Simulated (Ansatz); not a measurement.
GaN, 2 atoms in the cell. It takes space group F-43m (No. 216, cubic). Conventional cell: a = 4.507 Å, b = 4.507 Å, c = 4.507 Å, α = 90.00°, β = 90.00°, γ = 90.00°. Ga (site symmetry -43m) is surrounded by 4 N at 1.95 Å. N (site symmetry -43m) has 4 Ga at 1.95 Å as nearest neighbours. The cell is a database's computed one.

| Quantity | Value |
| --- | --- |
| Program | Ansatz 0.2.0 |
| Task | relaxation of cell and atoms |
| Functional | BLYP |
| Dispersion | D4 |
| Potentials or basis | all-electron LAPW, scalar-relativistic |
| Basis error allowed | 0.001 eV/atom |
| k mesh | 10 × 10 × 10 |
| Occupations | fermi-dirac, width 0.05 eV |
| Spin | no spin polarisation |

Potentials or basis: all-electron LAPW, scalar-relativistic.

Command:

```console
$ ansatz run input.yaml --threads 1 --pin off --max-ram 3072MiB --backend cpu --events-out ev --progress --plain --runs-dir out
```

Hardware: 1 thread of Intel(R) Xeon(R) 6975P-C (Granite Rapids) (shared host).

Question: How long does it take, and how much memory?

Answer: Run time: 17 s on 1 thread of Intel(R) Xeon(R) 6975P-C (Granite Rapids), on a shared host, peak memory 0.35 GiB. Counts: scf iterations 15, plane waves 531, k points 47, bands 18, ion steps 4.
